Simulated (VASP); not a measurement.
# Hf (P6_3/mmc) in VASP: a series of runs

One crystal, Hf, is run at these levels: LDA; tasks: relaxation of cell and atoms.

All numbers are computed with VASP 6.6.1; they aren't measurements. Logs are shortened: lines on timing, memory, paths and dates and some standing lists are left out, and cuts for length are marked.

## 1. The structure

The structure is hexagonal, space group P6_3/mmc (No. 194). Conventional cell: a = 3.197 Å, b = 3.197 Å, c = 5.058 Å, α = 90.00°, β = 90.00°, γ = 120.00°. Hf (site symmetry -6m2) has 12 Hf at 3.13 to 3.20 Å as nearest neighbours.

## 2. Relaxation of cell and atoms, LDA

File INCAR:

```
PREC     = Accurate       # precision mode
ENCUT    = 350            # plane-wave cutoff, eV
EDIFF    = 1E-7           # SCF threshold, eV
ISMEAR   = 0              # smearing method
SIGMA    = 0.1            # smearing width, eV
LREAL    = F              # projectors in reciprocal space
LASPH    = T              # aspherical terms in the spheres
NELM     = 80             # most SCF steps
ALGO     = Fast           # electronic algorithm
ISIF     = 3              # what is computed and relaxed
LWAVE    = F              # write WAVECAR
LCHARG   = F              # write CHGCAR
IBRION   = 2              # ionic algorithm
NSW      = 80             # ionic steps
EDIFFG   = -0.002         # ionic threshold
```

File KPOINTS:

```
regular mesh
0
Gamma
  9 9 4
```

File POSCAR:

```
Hf
1.0
    3.1967000000      0.0000000000      0.0000000000
   -1.5983500000      2.7684234100      0.0000000000
    0.0000000000      0.0000000000      5.0578000000
Hf
2
Direct
    0.3333333300      0.6666666700      0.2500000000
    0.6666666700      0.3333333300      0.7500000000
```

Potentials or basis: VASP PAW LDA potentials, release 64 (Hf_pv).

Launch:

```console
$ cat potpaw_LDA.64/Hf_pv/POTCAR > POTCAR
$ mpirun -np 1 vasp_std > vasp.out
```

OUTCAR:

```text
PREC = Accurate
   ENCUT = 350
   EDIFF = 1E-7
   ISMEAR = 0
   LREAL = F
   LASPH = T
   NELM = 80
   ISIF = 3
   IBRION = 2
   NSW = 80
   EDIFFG = -0.002

 ion  position               nearest neighbor table
   1  0.333  0.667  0.250-   2 3.13   2 3.13   2 3.13   2 3.13   2 3.13   2 3.13
   2  0.667  0.333  0.750-   1 3.13   1 3.13   1 3.13   1 3.13   1 3.13   1 3.13

  LATTYP: Found a hexagonal cell.
 ALAT       =     3.1967000000
 C/A-ratio  =     1.5821941377

  Lattice vectors:

 A1 = (   3.1967000000,   0.0000000000,   0.0000000000)
 A2 = (  -1.5983500000,   2.7684234100,   0.0000000000)
 A3 = (   0.0000000000,   0.0000000000,   5.0578000000)

Analysis of symmetry for initial positions (statically):
=====================================================================
 Subroutine PRICEL returns:
 Original cell was already a primitive cell.

 Routine SETGRP: Setting up the symmetry group for a
 hexagonal supercell.

 Subroutine GETGRP returns: Found 24 space group operations
 (whereof 12 operations were pure point group operations)
 out of a pool of 24 trial point group operations.

The static configuration has the point symmetry D_3d.
 The point group associated with its full space group is D_6h.

Analysis of symmetry for dynamics (positions and initial velocities):
=====================================================================
 Subroutine PRICEL returns:
 Original cell was already a primitive cell.

 Routine SETGRP: Setting up the symmetry group for a
 hexagonal supercell.

 Subroutine GETGRP returns: Found 24 space group operations
 (whereof 12 operations were pure point group operations)
 out of a pool of 24 trial point group operations.

The dynamic configuration has the point symmetry D_3d.
 The point group associated with its full space group is D_6h.

 Subroutine INISYM returns: Found 24 space group operations
 (whereof 12 operations are pure point group operations),
 and found     1 'primitive' translations

----------------------------------------------------------------------------------------

                                     Primitive cell

  volume of cell :      44.7606

  direct lattice vectors                    reciprocal lattice vectors
     3.196700000  0.000000000  0.000000000     0.312822598  0.180608211  0.000000000
    -1.598350000  2.768423410  0.000000000     0.000000000  0.361216422  0.000000000
     0.000000000  0.000000000  5.057800000     0.000000000  0.000000000  0.197714421

  length of vectors
     3.196700000  3.196700001  5.057800000     0.361216423  0.361216422  0.197714421

  position of ions in fractional coordinates (direct lattice)
     0.333333330  0.666666670  0.250000000
     0.666666670  0.333333330  0.750000000

  ion indices of the primitive-cell ions
   primitive index   ion index
                 1           1
                 2           2

----------------------------------------------------------------------------------------

 KPOINTS: regular mesh

Automatic generation of k-mesh.
 Grid dimensions read from file:
 generate k-points for:    9    9    4

 Generating k-lattice:

  Cartesian coordinates                     Fractional coordinates (reciprocal lattice)
     0.034758066  0.020067579  0.000000000     0.111111111 -0.000000000  0.000000000
     0.000000000  0.040135158  0.000000000     0.000000000  0.111111111  0.000000000
     0.000000000  0.000000000  0.049428605     0.000000000  0.000000000  0.250000000

  Length of vectors
     0.040135158  0.040135158  0.049428605

  Shift w.r.t. Gamma in fractional coordinates (k-lattice)
     0.000000000  0.000000000  0.000000000

 Subroutine IBZKPT returns following result:
 ===========================================

 Found     36 irreducible k-points:

 Following reciprocal coordinates:
            Coordinates               Weight
  0.000000  0.000000  0.000000      1.000000
  0.111111  0.000000  0.000000      6.000000
  0.222222  0.000000  0.000000      6.000000
  0.333333  0.000000  0.000000      6.000000
  0.444444  0.000000  0.000000      6.000000
  0.111111  0.111111  0.000000      6.000000
[... 16 lines left out ...]
  0.333333  0.222222  0.250000     24.000000
  0.333333  0.333333  0.250000      4.000000
 [... further k-points ...]
   k-points           NKPTS =     36   k-points in BZ     NKDIM =     36   number of bands    NBANDS=     14
   number of dos      NEDOS =    301   number of ions     NIONS =      2
   total plane-waves  NPLWV =  12800
   dimension x,y,z NGX =    20 NGY =   20 NGZ =   32
   dimension x,y,z NGXF=    40 NGYF=   40 NGZF=   64
   ions per type =               2
   NGX,Y,Z   is equivalent  to a cutoff of  10.40, 10.40, 10.52 a.u.
   NGXF,Y,Z  is equivalent  to a cutoff of  20.80, 20.80, 21.04 a.u.
 SYSTEM =  unknown system
   PREC   = accura    normal or accurate (medium, high low for compatibility)
   ISTART =      0    job   : 0-new  1-cont  2-samecut
   ICHARG =      2    charge: 1-file 2-atom 10-const
   ISPIN  =      1    spin polarized calculation?
   LNONCOLLINEAR =      F non collinear calculations
   LSORBIT =      F    spin-orbit coupling
   LASPH  =      T    aspherical Exc in radial PAW
   ENCUT  =  350.0 eV  25.72 Ry    5.07 a.u.   4.88  4.88  7.72*2*pi/ulx,y,z
   NELM   =     80;   NELMIN=  2; NELMDL= -5     # of ELM steps
   EDIFF  = 0.1E-06   stopping-criterion for ELM
   LREAL  =      F    real-space projection
   EDIFFG = -.2E-02   stopping-criterion for IOM
   NSW    =     80    number of steps for IOM
   IBRION =      2    ionic relax: 0-MD 1-quasi-New 2-CG
   NFREE  =      1    steps in history (QN), initial steepest desc. (CG)
   ISIF   =      3    stress and relaxation
   ISYM   =      2    0-nonsym 1-usesym 2-fastsym
   POTIM  = 0.5000    time-step for ionic-motion
   TEBEG  =    0.0;   TEEND  =   0.0 temperature during run
   PSTRESS=    0.0 pullay stress
   NELECT =      20.0000    total number of electrons
   NUPDOWN=      -1.0000    fix difference up-down
   EMIN   =  10.00;   EMAX   =-10.00  energy-range for DOS
   EFERMI =   0.00;   METHOD = LEGACY
   ISMEAR =     0;   SIGMA  =   0.10  broadening in eV -4-tet -1-fermi 0-gaus
   EFERMI_NEDOS =   21; number of points for ismear=-14 and -15
   IALGO  =     68    algorithm
   IMIX   =      4    mixing-type and parameters
     AMIX     =   0.40;   BMIX     =  1.00
     AMIX_MAG =   1.60;   BMIX_MAG =  1.00
  volume/ion in A,a.u.               =      22.38       151.03
  Fermi-wavevector in a.u.,A,eV,Ry     =   1.251563  2.365112 21.312311  1.566411
  Thomas-Fermi vector in A             =   2.385505
   LORBIT       =      0    0 simple, 1 ext, 2 COOP (PROOUT), +10 PAW based schemes
   GGA     = CA    functional components
   LHFCALC =     F    Hartree Fock is set to
   AEXX    =    0.0000 exact exchange contribution
   IVDW    =     0    specifies the selected vdW correction
   LEPSILON=     F    determine dielectric tensor
   LRPA    =     F    only Hartree local field effects (RPA)
 conjugate gradient relaxation of ions
 non-spin polarized calculation
 RMM-DIIS sequential band-by-band and
 Gauss-broadening in eV      SIGMA  =   0.10
  energy-cutoff  :      350.00
  volume of cell :       44.76
 maximum number of plane-waves:       699
 NGX is ok and might be reduce to    20
   NGX =  9   NGY =  9   NGZ = 15

--------------------------------------- Ionic step        1  -------------------------------------------

 number of electron      19.9999997 magnetization

 Free energy of the ion-electron system (eV)
  ---------------------------------------------------
  ext. energy  EPLUGINS =         0.00000000
  ---------------------------------------------------
  free energy    TOTEN  =       -21.32881923 eV

  energy without entropy =      -21.32359107  energy(sigma->0) =      -21.32620515

------------------------ aborting loop because EDIFF is reached ----------------------------------------

  FORCE on cell =-STRESS in cart. coord.  units (eV):
  Direction    XX          YY          ZZ          XY          YZ          ZX
  --------------------------------------------------------------------------------------
  -------------------------------------------------------------------------------------
  Total       -2.1521493     -2.1521493     -2.3785712      0.0000000      0.0000000     -0.0000000
  in kB      -77.0347968    -77.0347969    -85.1394223      0.0000000      0.0000000     -0.0000000
  external PRESSURE =     -79.7363387 kB  Pullay stress =       0.0000000 kB
[... 165 lines left out ...]
  energy  without entropy=      -21.4048223810  energy(sigma->0) =      -21.40787456

--------------------------------------- Ionic step        6  -------------------------------------------

 number of electron      20.0000001 magnetization

 Free energy of the ion-electron system (eV)
  ---------------------------------------------------
  ext. energy  EPLUGINS =         0.00000000
  ---------------------------------------------------
  free energy    TOTEN  =       -21.41092690 eV

  energy without entropy =      -21.40481102  energy(sigma->0) =      -21.40786896

 E-fermi :   5.2903     XC(G=0): -11.8023

 val. band max:        5.2793218439   @ k =   0.2222   0.2222   0.5000
 cond. band min:       5.4129042080   @ k =   0.3333   0.2222   0.2500
 fundamental gap:      0.1335823641
 Fermi energy:         5.2902644401

 k-point     1 :       0.0000    0.0000    0.0000
  band No.  band energies     occupation
      1     -25.6051      2.00000
      2     -24.6521      2.00000
      3     -24.6521      2.00000
      4     -24.4874      2.00000
      5     -24.4874      2.00000
      6     -24.4791      2.00000
      7      -2.2432      2.00000
      8       1.3769      2.00000
      9       6.4035      0.00000
     10       6.4242      0.00000
     11       6.4242      0.00000
     12       6.7526      0.00000
     13       7.3224      0.00000
     14       7.3224      0.00000
[... 375 lines left out ...]
 k-point    24 :       0.3333    0.3333    0.2500
  band No.  band energies     occupation
      1     -25.2559      2.00000
      2     -25.2559      2.00000
      3     -25.2059      2.00000
      4     -24.9484      2.00000
      5     -24.7558      2.00000
      6     -24.7558      2.00000
      7       3.2055      2.00000
      8       3.4518      2.00000
      9       3.4518      2.00000
     10       3.9202      2.00000
     11       5.4153      0.07692
     12       5.4153      0.07692
     13       7.4363      0.00000
     14       9.6263      0.00000

 [... further k-points ...]

------------------------ aborting loop because EDIFF is reached ----------------------------------------

  FORCE on cell =-STRESS in cart. coord.  units (eV):
  Direction    XX          YY          ZZ          XY          YZ          ZX
  --------------------------------------------------------------------------------------
  -------------------------------------------------------------------------------------
  Total       -0.0015893     -0.0015893     -0.0023019      0.0000000     -0.0000000      0.0000000
  in kB       -0.0611489     -0.0611489     -0.0885662      0.0000000     -0.0000000      0.0000000
  external PRESSURE =      -0.0702880 kB  Pullay stress =       0.0000000 kB
[... 17 lines left out ...]
  FREE ENERGIE OF THE ION-ELECTRON SYSTEM (eV)
  ---------------------------------------------------
  free  energy   TOTEN  =       -21.4109269027 eV

  energy  without entropy=      -21.4048110229  energy(sigma->0) =      -21.40786896

 reached required accuracy - stopping structural energy minimisation
```

Run time: 29 s. Hardware: 1 thread of Intel Xeon Platinum 8488C (Sapphire Rapids), shared host; peak memory 0.13 GiB.

What came out:

```yaml
Free_energy: -21.4109 eV
Relaxed_volume: 20.82 Å³/atom
Relaxed_cell: a = 3.122 Å, b = 3.122 Å, c = 4.932 Å, α = 90.00°, β = 90.00°, γ = 120.00°
Space_group_after_relaxing_to_0.05_Å: P6_3/mmc (No. 194)
Energy_gained_by_relaxing: 41.1 meV/atom
Ionic_steps: 6
Pressure_after_relaxing: 0.0 GPa
Band_gap_on_the_k_mesh: none (metal or under the smearing width)
```

Step by step:
```tsv
step	energy change (eV)	largest force (eV/Å)	pressure (GPa)	volume (Å³)
1	0.0000	0.0000	-7.97	44.76
2	0.0676	0.0000	13.78	37.93
3	-0.0821	0.0000	-0.22	41.71
4	-0.0821	0.0000	0.01	41.65
5	-0.0821	0.0000	-0.01	41.64
6	-0.0821	0.0000	-0.01	41.64
```

Final structure:
```xyz
2
Lattice="3.1223 0.0000 0.0000 -1.5612 2.7040 0.0000 0.0000 0.0000 4.9322" Properties=species:S:1:pos:R:3 pbc="T T T"
Hf    0.0000    1.8027    1.2331
Hf    1.5612    0.9013    3.6992
```

The run has no spin-orbit coupling, so splittings on Hf are missing. Zero-point motion and thermal expansion aren't in these numbers.

(Part 1 of 2 ends here.)
